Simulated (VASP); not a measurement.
**Si: density of states with PBE**

Crystal: Si.

```
Si
1.0
     0.00000    2.73484    2.73484
     2.73484    0.00000    2.73484
     2.73484    2.73484    0.00000
Si
2
Direct
  0.75000 0.75000 0.75000
  0.50000 0.50000 0.50000
```

* Program: VASP 6.6.1
* Task: density of states
* Functional: PBE
* Potentials or basis: VASP PAW PBE potentials, release 64 (Si)
* Cutoff: 520 eV
* k mesh: 10 × 10 × 10
* Occupations: gaussian, width 0.02 eV
* Spin: no spin polarisation
* Dipole correction: no
* k mesh for the DOS: 15 × 15 × 15
* Occupations for the DOS: tetrahedron
* Further INCAR settings: ALGO = Normal; EDIFF = 1e-06; NBANDS = 11

```json
{"Valence electrons inside the program's atomic spheres": "Si 1.68"}
```

Levels at points of the mesh, in eV from the valence-band top:
```tsv
k point	band 1	band 2	band 3	band 4	band 5	band 6	band 7	band 8	band 9
(0.00, 0.00, 0.00)	-11.81	0.00	0.00	0.00	2.56	2.56	2.56	3.13	7.71
```

States per cell in windows of 1 eV (zero at the valence-band top; states under -8 eV left out):
| from (eV) | total | Si1_p | Si2_p | Si1_s | Si2_s | Si1_d | Si2_d |
| --- | --- | --- | --- | --- | --- | --- | --- |
| -8.0 | 0.24 | 0.01 | 0.01 | 0.05 | 0.05 | 0.00 | 0.00 |
| -7.0 | 0.89 | 0.06 | 0.06 | 0.14 | 0.14 | 0.00 | 0.00 |
| -6.0 | 0.44 | 0.04 | 0.04 | 0.06 | 0.06 | 0.00 | 0.00 |
| -5.0 | 0.40 | 0.05 | 0.05 | 0.03 | 0.03 | 0.00 | 0.00 |
| -4.0 | 1.09 | 0.17 | 0.17 | 0.03 | 0.03 | 0.00 | 0.00 |
| -3.0 | 1.50 | 0.27 | 0.27 | 0.02 | 0.02 | 0.00 | 0.00 |
| -2.0 | 1.16 | 0.23 | 0.23 | 0.01 | 0.01 | 0.00 | 0.00 |
| -1.0 | 0.34 | 0.07 | 0.07 | 0.00 | 0.00 | 0.00 | 0.00 |
| 0.0 | 0.06 | 0.00 | 0.00 | 0.00 | 0.00 | 0.00 | 0.00 |
| 1.0 | 0.66 | 0.04 | 0.04 | 0.04 | 0.04 | 0.00 | 0.00 |
| 2.0 | 1.50 | 0.12 | 0.12 | 0.09 | 0.09 | 0.00 | 0.00 |
| 3.0 | 1.62 | 0.16 | 0.16 | 0.05 | 0.05 | 0.00 | 0.00 |
| 4.0 | 1.18 | 0.12 | 0.12 | 0.03 | 0.03 | 0.00 | 0.00 |
| 5.0 | 1.22 | 0.13 | 0.13 | 0.04 | 0.04 | 0.00 | 0.00 |
| 6.0 | 1.14 | 0.12 | 0.12 | 0.03 | 0.03 | 0.00 | 0.00 |
| 7.0 | 1.27 | 0.12 | 0.12 | 0.03 | 0.03 | 0.00 | 0.00 |

Run time: 65 s on 1 thread of Intel(R) Xeon(R) Platinum 8175M CPU @ 2.50GHz (Skylake/Cascade Lake) (shared host), peak memory 0.17 GiB.
